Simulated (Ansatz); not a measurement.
# ZrSe2: one crystal by all-electron and frozen-core methods, part 2 of 2

Does the method matter for ZrSe2? The same cell, functional and mesh are run with full-potential LAPW, PAW on the default files and datasets made for this crystal.

Ansatz 0.2.0; DFT PBE; a database cell (COD). «Crystal datasets» are all-electron PAW datasets made for this crystal. The steps go on from the part before.

**3. PAW on the default files**

The COD entry's cell or inner coordinates are ideal or old and differ from later refinements, so a difference from it is no clean test against experiment.

The input, input.yaml:

```yaml
crystal:
  lattice:
    - [3.7979980586, 0.0, 0.0]
    - [-1.8989990293, 3.2891628022, 0.0]
    - [0.0, 0.0, 6.192]
  atoms:
    - { symbol: Zr, position: [0.0, 0.0, 0.0] }
    - { symbol: Se, position: [0.3333333333, 0.6666666667, 0.25] }
    - { symbol: Se, position: [0.6666666667, 0.3333333333, 0.75] }
kpoints:
  mp_grid: { grid: [8, 8, 5] }
  band_path:
    path:
      - [0.0, 0.0, 0.0]
      - [0.5, 0.0, 0.0]
      - [0.3333333333, 0.3333333333, 0.0]
      - [0.0, 0.0, 0.0]
      - [0.0, 0.0, 0.5]
      - [0.5, 0.0, 0.5]
      - [0.3333333333, 0.3333333333, 0.5]
      - [0.0, 0.0, 0.5]
      - [0.5, 0.0, 0.5]
    npoints: 14
scf:
  occupations: { method: fermi_dirac, width: 0.01 }
hamiltonian:
  xc: pbe
  pseudopotentials: { kind: paw }
output:
  forces: true
  stress: true
  eigenvalues: true
  efg: { contact_densities: true }
  populations: true
  bader: true
  dos: { projected: true, de: 0.2, e_range: [-14, 8] }
  write_density: true
  write_potential: true
  elf: true
  volumetric_format: npy
```

On the command line:

```console
> ansatz run input.yaml --threads 1 --pin off --max-ram 4096MiB --backend cpu --events-out ev --progress --plain --runs-dir out
```

The program printed:

```text
Zr: output.efg is read without spin–orbit coupling, which moves field gradients at and beside such atoms by some per cent and up to a factor of two; PAW files take it under magnetization.noncollinear and magnetization.spin_orbit
Engine: ansatz 0.2.0
Pseudopotentials: kind: paw
Pseudopotential: Zr, paw, valence charge 12, recommended cutoff 420 eV (normal)
Pseudopotential: Se, paw, valence charge 16, recommended cutoff 420 eV (normal)
Functional definition: PBE
  parameter kappa = 0.804
  parameter beta = 0.06672455060314922
  exchange = pbe_x(kappa = kappa, mu = beta*pi^2/3)
  correlation = pbe_c(beta = beta)
Crystal: 3 atoms, lattice volume = 77.352 Å³
Basis set: ecut = 420 eV, 1521 PW (Γ), exchange–correlation on 54×54×90 points (8 copies of the dense FFT grid, shifted against one another)
Bands: 27, of which v1, the nominal top of the filled ones, is band 22 counted from 1 (21 counted from 0)
Symmetry: 12 space group operations
Space group: P-3m1 (ITA 164), of the structure as read, at distance tolerance 4.3e-5 Å
k-points: 40 of 320
Non-local potential: Zr, projectors of the file, l = 0: 3, l = 1: 2, l = 2: 2, l = 3: 2
Non-local potential: Se, projectors of the file, l = 0: 2, l = 1: 2, l = 2: 3, l = 3: 1
PAW form: soft (Blöchl's): semilocal exchange-correlation on the pseudo side does not see the compensation charge
PAW one-centre angular grid: Zr, 590 points (default); XC on 64 Gauss nodes
PAW one-centre angular grid: Se, 590 points (default); XC on 64 Gauss nodes
Initial density: superposition of atomic densities (neutral atoms: chi_scale 0, normalization atom), corrected by the library's trained network
Initial wavefunctions: pseudopotential atomic-orbital guess
Functional: x = pbe(κ = 0.804, μ = 0.2195149727645171), c = pbe(β = 0.06672455060314922)
SCF iter   1: F=—  HF=-15126.037298 eV  |F-HF|=—  |Δ(HF+E_count)|=         —  Δρ=1.15e-3  dr2=7.38e-4  ethr=1.77e-3  ⟨swp⟩=6.4  Hψ=4180  notcnv=0
preconditioner: auto → Resta (q_TF=auto, 2.483 Å⁻¹)  ε∞=5.6  [insulator: Δε(μ)=0.418 eV  Ē_g=7.894 eV  σ=0.010 eV  W_gap=1.00  n_scr=22 (ndim 8)  ℏωp=16.9 eV  f_vac=0.068  D(μ)=0.00/eV (n_scr^D=0)  ε∞_Penn≈5.6]
SCF iter   2: F=—  HF=-15126.037605 eV  |F-HF|=—  |Δ(HF+E_count)|=   3.07e-4  Δρ=6.44e-4  dr2=2.33e-4  ethr=1.68e-6  ⟨swp⟩=2.2  Hψ=2454  notcnv=0  defer=39
SCF iter   3: F=—  HF=-15126.037810 eV  |F-HF|=—  |Δ(HF+E_count)|=   2.05e-4  Δρ=2.28e-4  dr2=9.15e-5  ethr=5.30e-7  ⟨swp⟩=2.0  Hψ=2042  notcnv=0  defer=39
SCF iter   4: F=—  HF=-15126.037789 eV  |F-HF|=—  |Δ(HF+E_count)|=   2.19e-5  Δρ=8.83e-5  dr2=8.62e-6  ethr=2.08e-7  ⟨swp⟩=3.0  Hψ=1894  notcnv=0  defer=39
SCF iter   5: F=—  HF=-15126.037793 eV  |F-HF|=—  |Δ(HF+E_count)|=   4.24e-6  Δρ=2.59e-5  dr2=7.81e-7  ethr=1.96e-8  ⟨swp⟩=2.0  Hψ=1881  notcnv=0  defer=39
SCF iter   6: F=—  HF=-15126.037793 eV  |F-HF|=—  |Δ(HF+E_count)|=   3.58e-7  Δρ=9.61e-6  dr2=1.17e-7  ethr=1.77e-9  ⟨swp⟩=2.0  Hψ=1881  notcnv=0  defer=39
SCF iter   7: F=-15126.037793 eV  HF=-15126.037793 eV  |F-HF|=8.95e-10  |Δ(HF+E_count)|=   5.38e-8  Δρ=3.12e-6  dr2=6.50e-9  ethr=2.27e-10  ⟨swp⟩=11.1  Hψ=6580  notcnv=0
SCF 1 converged in 7 iterations: F = -15126.037793 eV  dr2 = 6.50e-9
NSCF: frozen V_eff on 113 k-points
SCF converged after 7 iterations
Free energy (F): -15126.037793 eV
Harris-Foulkes:  -15126.037793 eV  (|F-HF|=8.95e-10)
Internal energy: -15126.037793 eV  (E = F + TS)
E sigma→0 (E₀):  -15126.037793 eV
Fermi energy:    8.899744 eV
--- Per-component energies (eV) ---
  E_band       = -897.809209
  E_kinetic    = 570.679423
  E_local      = -5900.085434  (includes V_loc(G=0)·N_el)
  E_nonlocal   = -1114.162618
  E_hartree    = 2787.414300
  E_xc         = -371.373023
  E_vxc        = -388.895052  (∫ρ·V_xc dr)
  E_paw        = -6775.206554  (= ΣΔE_a)
  E_vpaw       = 359.822541  (= ΣTr[D̂ρ^β])
  E_aug_tail   = -0.001166  (compensation charges beyond the density's cutoff)
  E_ewald      = -4323.302722
  E_smearing   = -0.000000  (= −TS)
  E_closure    = 0.000000  (closes the sum)
  Σ components = -15126.037793   (vs F -15126.037793, Δ=0.00e0)
--- Forces (eV/Å), atoms counted from 1 ---
  atom   1  Zr    -0.00000000     0.00000000     0.00000000
  atom   2  Se     0.00000000     0.00000000     0.28295039
  atom   3  Se    -0.00000000    -0.00000000    -0.28295039
  max |Σ_I F_I| component: 5.55e-17 eV/Å
--- Stress (GPa, compression-positive) ---
        1.359813       0.000000      -0.000000
       -0.000000       1.359813      -0.000000
        0.000000      -0.000000       3.073707
  P = ⅓ Tr σ = 1.9311 GPa (19.311 kbar)
--- PAW observables at the nuclei: V_zz in 10²¹ V/m², potentials from the cell's mean, atoms counted from 1 ---
  atom   1  Zr V_zz =    -2.269296   η = 0.0000   by run symmetry: allowed
            electrostatic potential = -5921.228888 V   contact ρ = 490520.880001 e/Å³
  atom   2  Se V_zz =    -0.329691   η = 0.0000   by run symmetry: allowed
            electrostatic potential = -4711.129888 V   contact ρ = 262880.529509 e/Å³
  atom   3  Se V_zz =    -0.329691   η = 0.0000   by run symmetry: allowed
            electrostatic potential = -4711.129888 V   contact ρ = 262880.529509 e/Å³
--- Band table (eV; the first three rows and the last of 40) ---
  k-point 0: bands = ["-40.7613", "-38.1831", "-38.1831", "-38.1829", "-38.1829", "-38.1771", "-38.1769", "-38.1755", "-38.1755", "-38.1754", "-38.1754", "-18.8134", "-18.7017", "-18.7017", "-4.5069", "-3.2519", "4.0308", "5.9766", "5.9766", "8.6487", "8.6487", "8.7027", "9.7574", "9.7574", "10.2896", "13.0401", "13.0401"]
  k-point 1: bands = ["-40.7613", "-38.1831", "-38.1831", "-38.1829", "-38.1829", "-38.1771", "-38.1769", "-38.1756", "-38.1756", "-38.1753", "-38.1753", "-18.8135", "-18.7017", "-18.7017", "-4.4358", "-3.3620", "4.3093", "5.9923", "5.9923", "7.9863", "8.5906", "8.5906", "9.7483", "9.7483", "10.5124", "13.1703", "13.1703"]
  k-point 2: bands = ["-40.7613", "-38.1832", "-38.1832", "-38.1828", "-38.1828", "-38.1770", "-38.1770", "-38.1756", "-38.1756", "-38.1753", "-38.1753", "-18.8137", "-18.7017", "-18.7017", "-4.2804", "-3.5784", "4.9581", "6.0187", "6.0187", "6.8921", "8.4993", "8.4993", "9.7329", "9.7329", "10.6544", "13.3923", "13.3923"]
  k-point 39: bands = ["-40.7506", "-38.1831", "-38.1830", "-38.1829", "-38.1798", "-38.1767", "-38.1766", "-38.1753", "-38.1752", "-38.1751", "-38.1750", "-18.8510", "-18.8000", "-18.7642", "-3.4028", "-3.2529", "4.6825", "5.0295", "5.6962", "6.2819", "6.5994", "6.9579", "10.2252", "11.0074", "11.1150", "13.0787", "13.8836"]
--- Löwdin populations: 3 sites ---
  site symbol       q [e]
     0     Zr     11.2615
     1     Se     16.3066
     2     Se     16.3066
  spilling = 0.002845 (of n_electrons = 44.000000)
--- Bader charges: 3 sites ---
  site symbol  charge [e]  shift [e]
     0     Zr      1.9101     0.0009
     1     Se     -0.9550     0.0004
     2     Se     -0.9550     0.0004
  estimated error of the sums over rays = 7.1e-4 e
```

Run time: 30 s. Hardware: 1 thread of Arm Neoverse V2, shared host; peak memory 0.44 GiB.

This run gives: pressure 1.93 GPa; gap 0.37 eV, indirect from Γ to L; largest force 0.283 eV/Å; Vzz Zr1 -2.27 (η = 0.00), Se2 -0.33 (η = 0.00) (10²¹ V/m²).

```tsv
atom	Bader charge (e)	basin volume (Å³)
Zr1	+1.91	13.66
Se2	-0.96	31.84
```

Density in a lattice plane of the grid's cell (edges 3.80 and 6.19 Å, at 0.000 of the third edge), which holds Zr.

Ten even steps from '0' (0.01 e/Å³) to '9' (3.88 e/Å³):
```
99720000000279
76310000000136
21100000000011
00000000000000
00000000000000
00000000000000
00000000000000
00000000000000
00000000000000
00000000000000
00000000000000
00000000000000
00000000000000
00000000000000
00000000000000
00000000000000
21100000000011
76310000000136
99720000000279
69831000001389
```
Columns run along the first of these edges and rows up along the second, over one cell in 14 and 20 even steps from the bottom left corner. Atoms in the plane (fractional): Zr at (0.00, 0.00).

ELF in the same plane.

Ten even steps from '0' (0.00) to '9' (0.80):
```
58972134312798
99832466642389
54224788874224
00136899986310
00257999997520
01247899987421
00136788876310
00013566653100
00000111110000
00000000000000
00000111110000
00013566653100
00136788876310
01247899987421
00257999997520
00136899986310
54224788874224
99832466642389
58972134312798
04982122212894
```
Columns run along the first of these edges and rows up along the second, over one cell in 14 and 20 even steps from the bottom left corner. Atoms in the plane (fractional): Zr at (0.00, 0.00).

Both are smooth fields of the valence electrons: close to the nuclei they are not physical.

The highest ELF values outside the cores: 0.85 beside Se, off the lines to its neighbours, 0.9 Å from Se.

**4. Datasets made for this crystal**

Changes to input.yaml since step 3:

```diff
@@ -22,3 +22,3 @@
       - [0.5, 0.0, 0.5]
-    npoints: 14
+    npoints: 8
 scf:
@@ -27,3 +27,3 @@
   xc: pbe
-  pseudopotentials: { kind: paw }
+  pseudopotentials: { kind: all_electron, datasets: crystal }
 output:
@@ -33,8 +33 @@
   efg: { contact_densities: true }
-  populations: true
-  bader: true
-  dos: { projected: true, de: 0.2, e_range: [-14, 8] }
-  write_density: true
-  write_potential: true
-  elf: true
-  volumetric_format: npy
```

On the command line:

```console
> ansatz run input.yaml --threads 1 --pin off --max-ram 4096MiB --backend cpu --events-out ev --progress --plain --runs-dir out
```

The program printed, shortened:

```text
[...]
Zr: output.efg is read without spin–orbit coupling, which moves field gradients at and beside such atoms by some per cent and up to a factor of two; PAW files take it under magnetization.noncollinear and magnetization.spin_orbit
[...]
Pseudopotentials: kind: all_electron
Pseudopotential: Zr, paw, valence charge 12, recommended cutoff 320 eV (normal), Koelling and Harmon's equation, gaussian nucleus
Pseudopotential: Se, paw, valence charge 16, recommended cutoff 320 eV (normal), Koelling and Harmon's equation, gaussian nucleus
Functional definition: PBE
[...]
Crystal: 3 atoms, lattice volume = 77.352 Å³
Basis set: ecut = 320 eV, 1003 PW (Γ), exchange–correlation on 48×48×80 points (8 copies of the dense FFT grid, shifted against one another)
Bands: 27, of which v1, the nominal top of the filled ones, is band 22 counted from 1 (21 counted from 0)
Symmetry: 12 space group operations
[...]
  atom   2  Se     0.00000000     0.00000000     0.28453879
  atom   3  Se     0.00000000    -0.00000000    -0.28453879
[...]
--- Stress (GPa, compression-positive) ---
        1.369588      -0.000000       0.000000
        0.000000       1.369588      -0.000000
        0.000000      -0.000000       3.082314
  P = ⅓ Tr σ = 1.9405 GPa (19.405 kbar)
--- PAW observables at the nuclei: V_zz in 10²¹ V/m², potentials from the cell's mean, atoms counted from 1 ---
  atom   1  Zr V_zz =    -2.247128   η = 0.0000   by run symmetry: allowed
            electrostatic potential = -5921.258148 V   contact ρ = 490587.715270 e/Å³
  atom   2  Se V_zz =    -0.358976   η = 0.0000   by run symmetry: allowed
            electrostatic potential = -4711.089051 V   contact ρ = 262950.977166 e/Å³
  atom   3  Se V_zz =    -0.358976   η = 0.0000   by run symmetry: allowed
            electrostatic potential = -4711.089051 V   contact ρ = 262950.977166 e/Å³
--- Band table (eV; the first three rows and the last of 40) ---
[... band rows left out ...]
[...]
```

Run time: 28 s. Hardware: 1 thread of Arm Neoverse V2, shared host; peak memory 0.61 GiB.

Read from it: pressure 1.94 GPa; gap 0.37 eV, indirect from Γ–M to L; largest force 0.285 eV/Å; Vzz Zr1 -2.25 (η = 0.00), Se2 -0.36 (η = 0.00) (10²¹ V/m²).

```tsv
atom	contact density (e/Å³)
Zr1	490587.7
Se2	262951
```

**5. The methods compared**

Highest filled and lowest empty level at the labelled points (eV from each run's valence-band top):

```tsv
point	LAPW top	LAPW bottom	PAW top	PAW bottom	crystal datasets top	crystal datasets bottom
Γ	0.00	1.05	0.00	1.05	-0.01	1.05
M	-1.37	0.57	-1.37	0.57	-1.37	0.57
K	-1.75	1.69	-1.75	1.69	-1.75	1.69
Γ	0.00	1.05	0.00	1.05	-0.01	1.05
A	-0.22	1.02	-0.22	1.02	-0.22	1.02
L	-0.99	0.37	-0.99	0.37	-0.99	0.37
H	-2.01	1.76	-2.01	1.76	-2.01	1.76
A	-0.22	1.02	-0.22	1.02	-0.22	1.02
L	-0.99	0.37	-0.99	0.37	-0.99	0.37
```

| method | pressure (GPa) | gap (eV) | largest force (eV/Å) | Vzz Zr1 (10²¹ V/m²) | Vzz Se2 (10²¹ V/m²) | SCF cycles, all passes |
| --- | --- | --- | --- | --- | --- | --- |
| LAPW | 1.94 | 0.37 | 0.284 | – | – | 10 |
| PAW | 1.93 | 0.37 | 0.283 | -2.27 | -0.33 | 7 |
| crystal datasets | 1.94 | 0.37 | 0.285 | -2.25 | -0.36 | 13 |

**6. Summary of results**

The summary covers parts 1 to 2.

| quantity | value |
| --- | --- |
| pressure | LAPW 1.94, PAW 1.93, crystal datasets 1.94 GPa |
| gap (LAPW) | 0.37 eV, indirect from Γ to L |
| largest force | LAPW 0.284, PAW 0.283, crystal datasets 0.285 eV/Å |
| Bader charges (PAW) | Zr1 +1.91, Se2 -0.96 e |
| highest ELF (PAW) | 0.85, 0.86 Å from Se |

**Reading.** The pressure of 1.9 GPa pushes the cell to expand, with the atoms held in place. The gap is 0.37 eV, indirect from Γ to L. It is the Kohn-Sham gap of a semilocal functional, which mostly lies below the gap found in experiment. A measured gap of ZrSe2 is 1.2 eV (indirect; quoted in “Stress-Tuned Optical Transitions in Layered 1T-MX2 (M= Hf, Zr, Sn; X= S, Se) Crystals”, 2022, arxiv:2210.12074); the calculated 0.37 eV misses it by -69.0 %. Semilocal functionals fall short of gaps. The calculation has no temperature and no excitons, and leaves out spin-orbit coupling. The top eV of the valence band is mostly Se 4p (89 % of the projected weight). The projection holds only the free atom's occupied shells (Zr 5s, Zr 4d, Se 4s, Se 4p in this range). The field gradient at Zr1, the largest by crystal datasets, is -2.27 by PAW and -2.25 by crystal datasets (10²¹ V/m²), within 5 %. Spin–orbit coupling is left out, which moves gradients at and beside heavy atoms by some per cent and at worst by a factor of two. In pressure, PAW differs from LAPW by -0.01 GPa and less than 0.01 eV in the gap. The forces differ by at most 1 meV/Å in a component, on a largest force of 0.284 eV/Å. The price, with the outputs that each input asks for: 50 s for LAPW against 30 s for PAW, about 1.7 to one.
